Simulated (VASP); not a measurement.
# Si (Fd-3m) in VASP: a series of runs

The runs below take Si through relaxation of cell and atoms, with PBE, LDA.

Everything below comes from runs of VASP 6.6.1. Logs are shortened: lines on timing, memory, paths and dates and some standing lists are left out, and cuts for length are marked.

### 1 The crystal as given

It takes space group Fd-3m (No. 227, cubic). The conventional cell has a = 5.431 Å, b = 5.431 Å, c = 5.431 Å, α = 90.00°, β = 90.00°, γ = 90.00°. Around Si (site symmetry -43m) lie 4 Si at 2.35 Å.

### 2 Relaxation of cell and atoms, PBE, target pressure 12 GPa, at which the enthalpy is minimised

INCAR reads:

```
  ALGO = Normal
  EDIFF = 1E-6
  EDIFFG = -0.005
  ENCUT = 600
  GGA = PE
  IBRION = 2
  ISIF = 3
  ISMEAR = -1
  LASPH = True
  LCHARG = False
  LREAL = False
  LWAVE = False
  NELM = 60
  NSW = 60
  PREC = Accurate
  PSTRESS = 120
  SIGMA = 0.05
```

KPOINTS reads:

```
k-points
0
Gamma
  11 11 11
```

POSCAR reads:

```
Si
1.0
    0.0000000000      2.7155000000      2.7155000000
    2.7155000000      0.0000000000      2.7155000000
    2.7155000000      2.7155000000      0.0000000000
Si
2
Direct
    0.0000000000      0.0000000000      0.0000000000
    0.2500000000      0.2500000000      0.2500000000
```

Potentials or basis: VASP PAW PBE potentials, release 64 (Si).

Launch:

```bash
$ cat potpaw_PBE.64/Si/POTCAR > POTCAR
$ mpirun -np 1 vasp_std > vasp.out
```

OUTCAR:

```text
EDIFF = 1E-6
   EDIFFG = -0.005
   ENCUT = 600
   GGA = PE
   IBRION = 2
   ISIF = 3
   ISMEAR = -1
   LASPH = True
   LREAL = False
   NELM = 60
   NSW = 60
   PREC = Accurate
   PSTRESS = 120

 ion  position               nearest neighbor table
   1  0.000  0.000  0.000-   2 2.35   2 2.35   2 2.35   2 2.35
   2  0.250  0.250  0.250-   1 2.35   1 2.35   1 2.35   1 2.35

  LATTYP: Found a face centered cubic cell.
 ALAT       =     5.4310000000

  Lattice vectors:

 A1 = (   0.0000000000,   2.7155000000,   2.7155000000)
 A2 = (   2.7155000000,   0.0000000000,   2.7155000000)
 A3 = (   2.7155000000,   2.7155000000,   0.0000000000)

Analysis of symmetry for initial positions (statically):
=====================================================================
 Subroutine PRICEL returns:
 Original cell was already a primitive cell.

 Routine SETGRP: Setting up the symmetry group for a
 face centered cubic supercell.

 Subroutine GETGRP returns: Found 48 space group operations
 (whereof 24 operations were pure point group operations)
 out of a pool of 48 trial point group operations.

The static configuration has the point symmetry T_d .
 The point group associated with its full space group is O_h .

Analysis of symmetry for dynamics (positions and initial velocities):
=====================================================================
 Subroutine PRICEL returns:
 Original cell was already a primitive cell.

 Routine SETGRP: Setting up the symmetry group for a
 face centered cubic supercell.

 Subroutine GETGRP returns: Found 48 space group operations
 (whereof 24 operations were pure point group operations)
 out of a pool of 48 trial point group operations.

The dynamic configuration has the point symmetry T_d .
 The point group associated with its full space group is O_h .

 Subroutine INISYM returns: Found 48 space group operations
 (whereof 24 operations are pure point group operations),
 and found     1 'primitive' translations

----------------------------------------------------------------------------------------

                                     Primitive cell

  volume of cell :      40.0479

  direct lattice vectors                    reciprocal lattice vectors
     0.000000000  2.715500000  2.715500000    -0.184128153  0.184128153  0.184128153
     2.715500000  0.000000000  2.715500000     0.184128153 -0.184128153  0.184128153
     2.715500000  2.715500000  0.000000000     0.184128153  0.184128153 -0.184128153

  length of vectors
     3.840296929  3.840296929  3.840296929     0.318919316  0.318919316  0.318919316

  position of ions in fractional coordinates (direct lattice)
     0.000000000  0.000000000  0.000000000
     0.250000000  0.250000000  0.250000000

  ion indices of the primitive-cell ions
   primitive index   ion index
                 1           1
                 2           2

----------------------------------------------------------------------------------------

 KPOINTS: k-points

Automatic generation of k-mesh.
 Grid dimensions read from file:
 generate k-points for:   11   11   11

 Generating k-lattice:

  Cartesian coordinates                     Fractional coordinates (reciprocal lattice)
    -0.016738923  0.016738923  0.016738923     0.090909091  0.000000000  0.000000000
     0.016738923 -0.016738923  0.016738923     0.000000000  0.090909091  0.000000000
     0.016738923  0.016738923 -0.016738923     0.000000000  0.000000000  0.090909091

  Length of vectors
     0.028992665  0.028992665  0.028992665

  Shift w.r.t. Gamma in fractional coordinates (k-lattice)
     0.000000000  0.000000000  0.000000000

 Subroutine IBZKPT returns following result:
 ===========================================

 Found     56 irreducible k-points:

 Following reciprocal coordinates:
            Coordinates               Weight
  0.000000  0.000000  0.000000      1.000000
  0.090909  0.000000  0.000000      8.000000
  0.181818  0.000000  0.000000      8.000000
  0.272727  0.000000  0.000000      8.000000
  0.363636  0.000000  0.000000      8.000000
  0.454545  0.000000  0.000000      8.000000
[... 16 lines left out ...]
 -0.272727  0.181818  0.000000     24.000000
 -0.181818  0.181818  0.000000     12.000000
 [... further k-points ...]
   k-points           NKPTS =     56   k-points in BZ     NKDIM =     56   number of bands    NBANDS=      8
   number of dos      NEDOS =    301   number of ions     NIONS =      2
   total plane-waves  NPLWV =  32768
   dimension x,y,z NGX =    32 NGY =   32 NGZ =   32
   dimension x,y,z NGXF=    64 NGYF=   64 NGZF=   64
   ions per type =               2
   NGX,Y,Z   is equivalent  to a cutoff of  13.85, 13.85, 13.85 a.u.
   NGXF,Y,Z  is equivalent  to a cutoff of  27.71, 27.71, 27.71 a.u.
 SYSTEM =  unknown system
   PREC   = accura    normal or accurate (medium, high low for compatibility)
   ISTART =      0    job   : 0-new  1-cont  2-samecut
   ICHARG =      2    charge: 1-file 2-atom 10-const
   ISPIN  =      1    spin polarized calculation?
   LNONCOLLINEAR =      F non collinear calculations
   LSORBIT =      F    spin-orbit coupling
   LASPH  =      T    aspherical Exc in radial PAW
   ENCUT  =  600.0 eV  44.10 Ry    6.64 a.u.   7.67  7.67  7.67*2*pi/ulx,y,z
   NELM   =     60;   NELMIN=  2; NELMDL= -5     # of ELM steps
   EDIFF  = 0.1E-05   stopping-criterion for ELM
   LREAL  =      F    real-space projection
   EDIFFG = -.5E-02   stopping-criterion for IOM
   NSW    =     60    number of steps for IOM
   IBRION =      2    ionic relax: 0-MD 1-quasi-New 2-CG
   NFREE  =      1    steps in history (QN), initial steepest desc. (CG)
   ISIF   =      3    stress and relaxation
   ISYM   =      2    0-nonsym 1-usesym 2-fastsym
   POTIM  = 0.5000    time-step for ionic-motion
   TEBEG  =    0.0;   TEEND  =   0.0 temperature during run
   PSTRESS=  120.0 pullay stress
   NELECT =       8.0000    total number of electrons
   NUPDOWN=      -1.0000    fix difference up-down
   EMIN   =  10.00;   EMAX   =-10.00  energy-range for DOS
   EFERMI =   0.00;   METHOD = LEGACY
   ISMEAR =    -1;   SIGMA  =   0.05  broadening in eV -4-tet -1-fermi 0-gaus
   EFERMI_NEDOS =   21; number of points for ismear=-14 and -15
   IALGO  =     38    algorithm
   IMIX   =      4    mixing-type and parameters
     AMIX     =   0.40;   BMIX     =  1.00
     AMIX_MAG =   1.60;   BMIX_MAG =  1.00
  volume/ion in A,a.u.               =      20.02       135.13
  Fermi-wavevector in a.u.,A,eV,Ry     =   0.956999  1.808467 12.460868  0.915848
  Thomas-Fermi vector in A             =   2.085978
   LORBIT       =      0    0 simple, 1 ext, 2 COOP (PROOUT), +10 PAW based schemes
   GGA     = PE    functional components
   LHFCALC =     F    Hartree Fock is set to
   AEXX    =    0.0000 exact exchange contribution
   IVDW    =     0    specifies the selected vdW correction
   LEPSILON=     F    determine dielectric tensor
   LRPA    =     F    only Hartree local field effects (RPA)
 conjugate gradient relaxation of ions
 non-spin polarized calculation
  energy-cutoff  :      600.00
  volume of cell :       40.05
 maximum number of plane-waves:      1363
   NGX = 15   NGY = 15   NGZ = 15

--------------------------------------- Ionic step        1  -------------------------------------------

 number of electron       7.9999999 magnetization

 Free energy of the ion-electron system (eV)
  ---------------------------------------------------
  ext. energy  EPLUGINS =         0.00000000
  ---------------------------------------------------
  free energy    TOTEN  =       -10.84475305 eV

  energy without entropy =      -10.84473489  energy(sigma->0) =      -10.84474397

------------------------ aborting loop because EDIFF is reached ----------------------------------------

  FORCE on cell =-STRESS in cart. coord.  units (eV):
  Direction    XX          YY          ZZ          XY          YZ          ZX
  --------------------------------------------------------------------------------------
  -------------------------------------------------------------------------------------
  Total        0.4839714      0.4839714      0.4839714     -0.0000000      0.0000000      0.0000000
  in kB       19.3620285     19.3620285     19.3620285     -0.0000000      0.0000000      0.0000000
  external PRESSURE =    -100.6379715 kB  Pullay stress =     120.0000000 kB
[... 23 lines left out ...]
  enthalpy is  TOTEN    =        -7.8452446578 eV   P V=        2.9995083876

--------------------------------------- Ionic step        2  -------------------------------------------

 number of electron       8.0000000 magnetization

 E-fermi :   7.9661     XC(G=0): -10.1615

 val. band max:        7.8950335492   @ k =   0.0000   0.0000   0.0000
 cond. band min:       8.0685667347   @ k =   0.4545   0.4545   0.0000
 fundamental gap:      0.1735331854
 Fermi energy:         7.9660760823

 k-point     1 :       0.0000    0.0000    0.0000
  band No.  band energies     occupation
      1      -5.4635      2.00000
      2       7.8950      1.61094
      3       7.8950      1.61094
      4       7.8950      1.61094
      5      10.5136      0.00000
      6      10.5136      0.00000
      7      10.5136      0.00000
      8      13.5599      0.00000
[... 326 lines left out ...]
  enthalpy is  TOTEN    =        -7.9571902226 eV   P V=        2.7555230140

--------------------------------------- Ionic step        4  -------------------------------------------

 number of electron       8.0000000 magnetization

 Free energy of the ion-electron system (eV)
  ---------------------------------------------------
  ext. energy  EPLUGINS =         0.00000000
  ---------------------------------------------------
  free energy    TOTEN  =       -10.70802883 eV

  energy without entropy =      -10.70795332  energy(sigma->0) =      -10.70799108

 E-fermi :   6.9279     XC(G=0):  -9.7510

 val. band max:        6.7353423739   @ k =   0.0000   0.0000   0.0000
 cond. band min:       7.1531320323   @ k =   0.4545   0.4545   0.0000
 fundamental gap:      0.4177896584
 Fermi energy:         6.9278671990

 k-point     1 :       0.0000    0.0000    0.0000
  band No.  band energies     occupation
      1      -5.8395      2.00000
      2       6.7353      1.95835
      3       6.7353      1.95835
      4       6.7353      1.95835
      5       9.3314      0.00000
      6       9.3314      0.00000
      7       9.3314      0.00000
      8      11.1353      0.00000
[... 282 lines left out ...]
  FREE ENERGIE OF THE ION-ELECTRON SYSTEM (eV)
  ---------------------------------------------------
  free  energy   TOTEN  =       -10.7080288343 eV

  energy  without entropy=      -10.7079533229  energy(sigma->0) =      -10.70799108

  enthalpy is  TOTEN    =        -7.9572454789 eV   P V=        2.7507833553

 reached required accuracy - stopping structural energy minimisation
```

Run time: 31 s. Hardware: 1 thread of Intel Xeon Platinum 8259CL at 2.50GHz (Skylake/Cascade Lake), shared host; peak memory 0.18 GiB.

What came out:

| Quantity | Value |
| --- | --- |
| Free energy | -10.7080 eV |
| Relaxed volume | 18.36 Å³/atom |
| Relaxed cell | a = 3.731 Å, b = 3.731 Å, c = 3.731 Å, α = 60.00°, β = 60.00°, γ = 60.00° |
| Space group after relaxing (to 0.05 Å) | Fd-3m (No. 227) |
| Energy change on relaxing (the enthalpy is what falls) | +68.4 meV/atom |
| Ionic steps | 4 |
| Pressure after relaxing | 12.0 GPa |
| Band gap on the k mesh | 0.42 eV, indirect (least direct gap 2.60 eV) |

Step by step:
```csv
step,energy change (eV),largest force (eV/Å),pressure (GPa),volume (Å³)
1,0.0000,0.0000,1.94,40.05
2,0.5709,0.0000,28.64,33.19
3,0.1320,0.0000,11.76,36.79
4,0.1367,0.0000,11.99,36.73
```

Final structure:
```xyz
2
Lattice="0.0000 2.6383 2.6383 2.6383 0.0000 2.6383 2.6383 2.6383 0.0000" Properties=species:S:1:pos:R:3 pbc="T T T"
Si    0.0000    0.0000    0.0000
Si    1.3191    1.3191    1.3191
```

Caveat: the cell is relaxed towards a set pressure, so the enthalpy falls and the energy may rise; an odd mesh through Γ misses points on the zone boundary, where band edges often lie.

### 3 Relaxation of cell and atoms, LDA

INCAR reads:

```
SYSTEM = Si
PREC = Accurate
ENCUT = 600
EDIFF = 1E-7
ISMEAR = -1
SIGMA = 0.05
LREAL = .False.
LASPH = .True.
NELM = 80
ALGO = Normal
ISIF = 3
LWAVE = .False.
LCHARG = .False.
IBRION = 2
NSW = 40
EDIFFG = -0.02
PSTRESS = 0
```

KPOINTS reads:

```
Automatic mesh
0
Gamma
  11 11 11
  0 0 0
```

POSCAR is that of step 2.

Potentials or basis: VASP PAW LDA potentials, release 64 (Si).

Launch:

```bash
$ cat potpaw_LDA.64/Si/POTCAR > POTCAR
$ mpirun -np 1 vasp_std > vasp.out
```

It took 54 s on 1 thread of Intel Xeon Platinum 8488C (Sapphire Rapids), shared host; peak memory 0.15 GiB.

It converged, with:

```yaml
Free_energy: -11.9198 eV
Relaxed_volume: 19.72 Å³/atom
Relaxed_cell: a = 3.820 Å, b = 3.820 Å, c = 3.820 Å, α = 60.00°, β = 60.00°, γ = 60.00°
Space_group_after_relaxing_to_0.05_Å: Fd-3m (No. 227)
Energy_gained_by_relaxing: 1.4 meV/atom
Ionic_steps: 3
Pressure_after_relaxing: 0.0 GPa
Band_gap_on_the_k_mesh: 0.46 eV, indirect (least direct gap 2.53 eV)
```

Step by step:
```
step  energy change (eV)  largest force (eV/Å)  pressure (GPa)  volume (Å³)
   1              0.0000                0.0000           -1.45        40.05
   2             -0.0014                0.0000            1.07        39.01
   3             -0.0028                0.0000            0.00        39.43
```

Final structure:
```
Si
1.0
     0.00000    2.70149    2.70149
     2.70149    0.00000    2.70149
     2.70149    2.70149    0.00000
Si
2
Direct
  0.00000 0.00000 0.00000
  0.25000 0.25000 0.25000
```

Levels at points of the mesh, in eV from the valence-band top:
| k point | band 2 | band 3 | band 4 | band 5 | band 6 | band 7 |
| --- | --- | --- | --- | --- | --- | --- |
| (0.00, 0.00, 0.00) | 0.00 | 0.00 | 0.00 | 2.53 | 2.53 | 2.53 |

Caveat: an odd mesh through Γ misses points on the zone boundary, where band edges often lie.

### 4 Relaxation of cell and atoms, LDA, target pressure 3 GPa, at which the enthalpy is minimised

INCAR: that of step 3 with these lines changed.

```diff
@@ -16,2 +16,2 @@
 EDIFFG = -0.02
-PSTRESS = 0
+PSTRESS = 30
```

KPOINTS is that of step 3.

POSCAR is that of step 3.

Launch:

```bash
$ cat potpaw_LDA.64/Si/POTCAR > POTCAR
$ mpirun -np 1 vasp_std > vasp.out
```

It took 35 s on 1 thread of Intel Xeon Platinum 8488C (Sapphire Rapids), shared host; peak memory 0.15 GiB.

The run converged. Its results:

| Quantity | Value |
| --- | --- |
| Free energy | -11.9096 eV |
| Relaxed volume | 19.15 Å³/atom |
| Relaxed cell | a = 3.784 Å, b = 3.784 Å, c = 3.784 Å, α = 60.00°, β = 60.00°, γ = 60.00° |
| Space group after relaxing (to 0.05 Å) | Fd-3m (No. 227) |
| Energy change on relaxing (the enthalpy is what falls) | +3.7 meV/atom |
| Ionic steps | 3 |
| Pressure after relaxing | 3.0 GPa |
| Band gap on the k mesh | 0.41 eV, indirect (least direct gap 2.54 eV) |

The path:
```tsv
step	energy change (eV)	largest force (eV/Å)	pressure (GPa)	volume (Å³)
1	0.0000	0.0000	-1.45	40.05
2	0.0517	0.0000	7.34	36.91
3	0.0074	0.0000	2.98	38.30
```

Final structure:
```yaml
crystal:
  lattice:
    - [0.00000, 2.67552, 2.67552]
    - [2.67552, 0.00000, 2.67552]
    - [2.67552, 2.67552, 0.00000]
  atoms:
    - { symbol: Si, position: [0.00000, 0.00000, 0.00000] }
    - { symbol: Si, position: [0.25000, 0.25000, 0.25000] }
```

Levels at points of the mesh, in eV from the valence-band top:
| k point | band 1 | band 2 | band 3 | band 4 | band 5 | band 6 | band 7 | band 8 |
| --- | --- | --- | --- | --- | --- | --- | --- | --- |
| (0.00, 0.00, 0.00) | -12.27 | 0.00 | 0.00 | 0.00 | 2.54 | 2.54 | 2.54 | 3.72 |

Caveat: the cell is relaxed towards a set pressure, so the enthalpy falls and the energy may rise; an odd mesh through Γ misses points on the zone boundary, where band edges often lie. A hybrid or GW would open this gap; LDA tends to underestimate it.

### 5 Summary

| level | potentials or basis | cell | P gpa | target pressure | gap on the mesh (eV) | pressure (GPa) |
| --- | --- | --- | --- | --- | --- | --- |
| PBE | VASP PAW PBE potentials, release 64 (Si) | relaxed to 12 GPa | 12 | 12 GPa | 0.42 | 12.0 |
| LDA | VASP PAW LDA potentials, release 64 (Si) | relaxed | 0 | - | 0.46 | 0.0 |
| LDA | VASP PAW LDA potentials, release 64 (Si) | relaxed to 3 GPa | 3 | 3 GPa | 0.41 | 3.0 |

Alike in all rows: task relaxation of cell and atoms; no spin polarisation; k mesh 11 × 11 × 11; cutoff (eV) 600; smearing fermi-dirac 0.05 eV.

Caveats: an odd mesh through Γ misses points on the zone boundary, where band edges often lie; the cell is relaxed towards a set pressure, so the enthalpy falls and the energy may rise (some runs).

Absolute energies hang on the potentials; compare differences alone.
